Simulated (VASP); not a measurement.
# AgCl (Fm-3m) in VASP: settings compared

Aim: see how the results for AgCl move with the level of theory and the settings. Levels: LDA, PBEsol. Tasks: single point.

All numbers are computed with VASP 6.6.1; they aren't measurements. Logs are shortened: lines on timing, memory, paths and dates and some standing lists are left out, and cuts for length are marked.

## Step 1: The undisturbed crystal

The structure is cubic, space group Fm-3m (No. 225). Conventional cell: a = 5.449 Å, b = 5.449 Å, c = 5.449 Å, α = 90.00°, β = 90.00°, γ = 90.00°. Ag (site symmetry m-3m) has 6 Cl at 2.72 Å as nearest neighbours. Cl (site symmetry m-3m) is surrounded by 6 Ag at 2.72 Å.

## Step 2: Single point, LDA (functional LDA, strained and moved within the space group)

File INCAR:

```
ALGO = Normal ; EDIFF = 1E-7
ENCUT = 520 ; ISIF = 2
ISMEAR = 0 ; LASPH = T
LCHARG = F ; LREAL = F
LWAVE = F ; NBANDS = 16
NELM = 100 ; PREC = Accurate
SIGMA = 0.02
```

File KPOINTS:

```
k-points
0
Gamma
  8 8 8
```

File POSCAR:

```
AgCl
1.0
    0.0000000000      2.8451409740      2.8451409740
    2.8451409740      0.0000000000      2.8451409740
    2.8451409740      2.8451409740      0.0000000000
Ag Cl
1 1
Direct
    0.5000000000      0.5000000000      0.5000000000
    0.0000000000      0.0000000000      0.0000000000
```

Potentials or basis: VASP PAW LDA potentials, release 64 (Ag, Cl).

Command:

```
> cat potpaw_LDA.64/Ag/POTCAR potpaw_LDA.64/Cl/POTCAR > POTCAR
> mpirun -np 1 vasp_std > vasp.out
```

OUTCAR:

```text
EDIFF = 1E-7
   ENCUT = 520
   ISIF = 2
   ISMEAR = 0
   LASPH = T
   LREAL = F
   NELM = 100
   PREC = Accurate

 ion  position               nearest neighbor table
   1  0.500  0.500  0.500-   2 2.85   2 2.85   2 2.85   2 2.85   2 2.85   2 2.85
   2  0.000  0.000  0.000-   1 2.85   1 2.85   1 2.85   1 2.85   1 2.85   1 2.85

  LATTYP: Found a face centered cubic cell.
 ALAT       =     5.6902819480

  Lattice vectors:

 A1 = (   0.0000000000,   2.8451409740,   2.8451409740)
 A2 = (   2.8451409740,   0.0000000000,   2.8451409740)
 A3 = (   2.8451409740,   2.8451409740,   0.0000000000)

Analysis of symmetry for initial positions (statically):
=====================================================================
 Subroutine PRICEL returns:
 Original cell was already a primitive cell.

 Routine SETGRP: Setting up the symmetry group for a
 face centered cubic supercell.

 Subroutine GETGRP returns: Found 48 space group operations
 (whereof 48 operations were pure point group operations)
 out of a pool of 48 trial point group operations.

The static configuration has the point symmetry O_h .

Analysis of symmetry for dynamics (positions and initial velocities):
=====================================================================
 Subroutine PRICEL returns:
 Original cell was already a primitive cell.

 Routine SETGRP: Setting up the symmetry group for a
 face centered cubic supercell.

 Subroutine GETGRP returns: Found 48 space group operations
 (whereof 48 operations were pure point group operations)
 out of a pool of 48 trial point group operations.

The dynamic configuration has the point symmetry O_h .

 Subroutine INISYM returns: Found 48 space group operations
 (whereof 48 operations are pure point group operations),
 and found     1 'primitive' translations

----------------------------------------------------------------------------------------

                                     Primitive cell

  volume of cell :      46.0618

  direct lattice vectors                    reciprocal lattice vectors
     0.000000000  2.845140974  2.845140974    -0.175738216  0.175738216  0.175738216
     2.845140974  0.000000000  2.845140974     0.175738216 -0.175738216  0.175738216
     2.845140974  2.845140974  0.000000000     0.175738216  0.175738216 -0.175738216

  length of vectors
     4.023636952  4.023636952  4.023636952     0.304387520  0.304387520  0.304387520

  position of ions in fractional coordinates (direct lattice)
     0.500000000  0.500000000  0.500000000
     0.000000000  0.000000000  0.000000000

  ion indices of the primitive-cell ions
   primitive index   ion index
                 1           1
                 2           2

----------------------------------------------------------------------------------------

 KPOINTS: k-points

Automatic generation of k-mesh.
 Grid dimensions read from file:
 generate k-points for:    8    8    8

 Generating k-lattice:

  Cartesian coordinates                     Fractional coordinates (reciprocal lattice)
    -0.021967277  0.021967277  0.021967277     0.125000000  0.000000000  0.000000000
     0.021967277 -0.021967277  0.021967277     0.000000000  0.125000000  0.000000000
     0.021967277  0.021967277 -0.021967277     0.000000000  0.000000000  0.125000000

  Length of vectors
     0.038048440  0.038048440  0.038048440

  Shift w.r.t. Gamma in fractional coordinates (k-lattice)
     0.000000000  0.000000000  0.000000000

 Subroutine IBZKPT returns following result:
 ===========================================

 Found     29 irreducible k-points:

 Following reciprocal coordinates:
            Coordinates               Weight
  0.000000  0.000000  0.000000      1.000000
  0.125000  0.000000  0.000000      8.000000
  0.250000  0.000000  0.000000      8.000000
  0.375000  0.000000  0.000000      8.000000
  0.500000  0.000000  0.000000      4.000000
  0.125000  0.125000  0.000000      6.000000
[... 16 lines left out ...]
  0.500000  0.250000  0.125000     48.000000
 -0.375000  0.250000  0.125000     24.000000
 [... further k-points ...]
   k-points           NKPTS =     29   k-points in BZ     NKDIM =     29   number of bands    NBANDS=     16
   number of dos      NEDOS =    301   number of ions     NIONS =      2
   total plane-waves  NPLWV =  27000
   dimension x,y,z NGX =    30 NGY =   30 NGZ =   30
   dimension x,y,z NGXF=    60 NGYF=   60 NGZF=   60
   ions per type =               1   1
   NGX,Y,Z   is equivalent  to a cutoff of  12.40, 12.40, 12.40 a.u.
   NGXF,Y,Z  is equivalent  to a cutoff of  24.79, 24.79, 24.79 a.u.
 SYSTEM =  unknown system
   PREC   = accura    normal or accurate (medium, high low for compatibility)
   ISTART =      0    job   : 0-new  1-cont  2-samecut
   ICHARG =      2    charge: 1-file 2-atom 10-const
   ISPIN  =      1    spin polarized calculation?
   LNONCOLLINEAR =      F non collinear calculations
   LSORBIT =      F    spin-orbit coupling
   LASPH  =      T    aspherical Exc in radial PAW
   ENCUT  =  520.0 eV  38.22 Ry    6.18 a.u.   7.48  7.48  7.48*2*pi/ulx,y,z
   NELM   =    100;   NELMIN=  2; NELMDL= -5     # of ELM steps
   EDIFF  = 0.1E-06   stopping-criterion for ELM
   LREAL  =      F    real-space projection
   EDIFFG = 0.1E-05   stopping-criterion for IOM
   NSW    =      0    number of steps for IOM
   IBRION =     -1    ionic relax: 0-MD 1-quasi-New 2-CG
   NFREE  =      0    steps in history (QN), initial steepest desc. (CG)
   ISIF   =      2    stress and relaxation
   ISYM   =      2    0-nonsym 1-usesym 2-fastsym
   POTIM  = 0.5000    time-step for ionic-motion
   TEBEG  =    0.0;   TEEND  =   0.0 temperature during run
   PSTRESS=    0.0 pullay stress
   NELECT =      18.0000    total number of electrons
   NUPDOWN=      -1.0000    fix difference up-down
   EMIN   =  10.00;   EMAX   =-10.00  energy-range for DOS
   EFERMI =   0.00;   METHOD = LEGACY
   ISMEAR =     0;   SIGMA  =   0.02  broadening in eV -4-tet -1-fermi 0-gaus
   EFERMI_NEDOS =   21; number of points for ismear=-14 and -15
   IALGO  =     38    algorithm
   IMIX   =      4    mixing-type and parameters
     AMIX     =   0.40;   BMIX     =  1.00
     AMIX_MAG =   1.60;   BMIX_MAG =  1.00
  volume/ion in A,a.u.               =      23.03       155.42
  Fermi-wavevector in a.u.,A,eV,Ry     =   1.196883  2.261782 19.490755  1.432530
  Thomas-Fermi vector in A             =   2.332812
   LORBIT       =      0    0 simple, 1 ext, 2 COOP (PROOUT), +10 PAW based schemes
   GGA     = CA    functional components
   LHFCALC =     F    Hartree Fock is set to
   AEXX    =    0.0000 exact exchange contribution
   IVDW    =     0    specifies the selected vdW correction
   LEPSILON=     F    determine dielectric tensor
   LRPA    =     F    only Hartree local field effects (RPA)
 non-spin polarized calculation
 Gauss-broadening in eV      SIGMA  =   0.02
  energy-cutoff  :      520.00
  volume of cell :       46.06
 maximum number of plane-waves:      1254
 NGX is ok and might be reduce to    30
   NGX = 15   NGY = 15   NGZ = 15

 number of electron      17.9999996 magnetization

 Free energy of the ion-electron system (eV)
  ---------------------------------------------------
  ext. energy  EPLUGINS =         0.00000000
  ---------------------------------------------------
  free energy    TOTEN  =        -6.56777186 eV

  energy without entropy =       -6.56777186  energy(sigma->0) =       -6.56777186

 E-fermi :   2.7903     XC(G=0): -10.0578

 val. band max:        2.6325590755   @ k =   0.5000   0.0000   0.0000
 cond. band min:       3.2975090824   @ k =   0.0000   0.0000   0.0000
 fundamental gap:      0.6649500069
 Fermi energy:         2.7903189167

 k-point     1 :       0.0000    0.0000    0.0000
  band No.  band energies     occupation
      1     -11.9215      2.00000
      2       0.4003      2.00000
      3       0.4003      2.00000
      4       0.4003      2.00000
      5       0.4337      2.00000
      6       0.4337      2.00000
[... 8 lines left out ...]
     15      15.1834      0.00000
     16      15.1834      0.00000

 k-point     2 :       0.1250    0.0000    0.0000
  band No.  band energies     occupation
      1     -11.8709      2.00000
      2      -0.1756      2.00000
      3      -0.1306      2.00000
      4      -0.1306      2.00000
      5       0.4468      2.00000
      6       0.4468      2.00000
[... 8 lines left out ...]
     15      14.3592      0.00000
     16      14.8323      0.00000

 k-point     3 :       0.2500    0.0000    0.0000
  band No.  band energies     occupation
      1     -11.7440      2.00000
      2      -1.1213      2.00000
      3      -0.6470      2.00000
      4      -0.6470      2.00000
      5       0.5542      2.00000
      6       0.5542      2.00000
[... 8 lines left out ...]
     15      14.7514      0.00000
     16      14.7514      0.00000

 k-point     4 :       0.3750    0.0000    0.0000
  band No.  band energies     occupation
      1     -11.6102      2.00000
      2      -1.8294      2.00000
      3      -0.9779      2.00000
      4      -0.9779      2.00000
      5       0.6655      2.00000
      6       0.6655      2.00000
[... 8 lines left out ...]
     15      15.6691      0.00000
     16      15.6691      0.00000
[... 324 lines left out ...]
 k-point    22 :       0.3750    0.2500    0.1250
  band No.  band energies     occupation
      1     -11.6658      2.00000
      2      -1.4602      2.00000
      3      -0.7202      2.00000
      4      -0.3673      2.00000
      5       0.4845      2.00000
      6       0.6515      2.00000
[... 8 lines left out ...]
     15      16.5963      0.00000
     16      17.4061      0.00000

 k-point    23 :       0.5000    0.2500    0.1250
  band No.  band energies     occupation
      1     -11.5697      2.00000
      2      -1.6438      2.00000
      3      -0.9837      2.00000
      4      -0.7344      2.00000
      5       0.5833      2.00000
      6       0.7184      2.00000
[... 8 lines left out ...]
     15      16.7936      0.00000
     16      17.3103      0.00000

 k-point    24 :      -0.3750    0.2500    0.1250
  band No.  band energies     occupation
      1     -11.5290      2.00000
      2      -1.6969      2.00000
      3      -1.0152      2.00000
      4      -0.9834      2.00000
      5       0.6552      2.00000
      6       0.7165      2.00000
[... 8 lines left out ...]
     15      15.7789      0.00000
     16      17.2961      0.00000

 [... further k-points ...]

------------------------ aborting loop because EDIFF is reached ----------------------------------------

  FORCE on cell =-STRESS in cart. coord.  units (eV):
  Direction    XX          YY          ZZ          XY          YZ          ZX
  --------------------------------------------------------------------------------------
  -------------------------------------------------------------------------------------
  Total       -2.2661706     -2.2661706     -2.2661706      0.0000000      0.0000000     -0.0000000
  in kB      -78.8246091    -78.8246091    -78.8246091      0.0000000      0.0000000     -0.0000000
  external PRESSURE =     -78.8246091 kB  Pullay stress =       0.0000000 kB

 VOLUME and BASIS-vectors are now :
 -----------------------------------------------------------------------------
  energy-cutoff  :      520.00
  volume of cell :       46.06
      direct lattice vectors                 reciprocal lattice vectors
     0.000000000  2.845140974  2.845140974    -0.175738216  0.175738216  0.175738216
     2.845140974  0.000000000  2.845140974     0.175738216 -0.175738216  0.175738216
     2.845140974  2.845140974  0.000000000     0.175738216  0.175738216 -0.175738216

 POSITION                                       TOTAL-FORCE (eV/Angst)
 -----------------------------------------------------------------------------------
      2.84514      2.84514      2.84514         0.000000      0.000000      0.000000
      0.00000      0.00000      0.00000        -0.000000     -0.000000     -0.000000
 -----------------------------------------------------------------------------------
    total drift:                                0.000000      0.000000      0.000000

  FREE ENERGIE OF THE ION-ELECTRON SYSTEM (eV)
  ---------------------------------------------------
  free  energy   TOTEN  =        -6.5677718567 eV

  energy  without entropy=       -6.5677718567  energy(sigma->0) =       -6.56777186
```

Wall time 17 s (1 thread of Intel Xeon Platinum 8259CL at 2.50GHz (Skylake/Cascade Lake), shared host); peak memory 0.15 GiB.

What came out:

- Free energy: -6.5678 eV
- Pressure: -7.9 GPa
- Band gap on the k mesh: 0.66 eV, indirect (least direct gap 2.66 eV)

A k mesh can miss the band edges.

(Continued in part 2 of 2.)
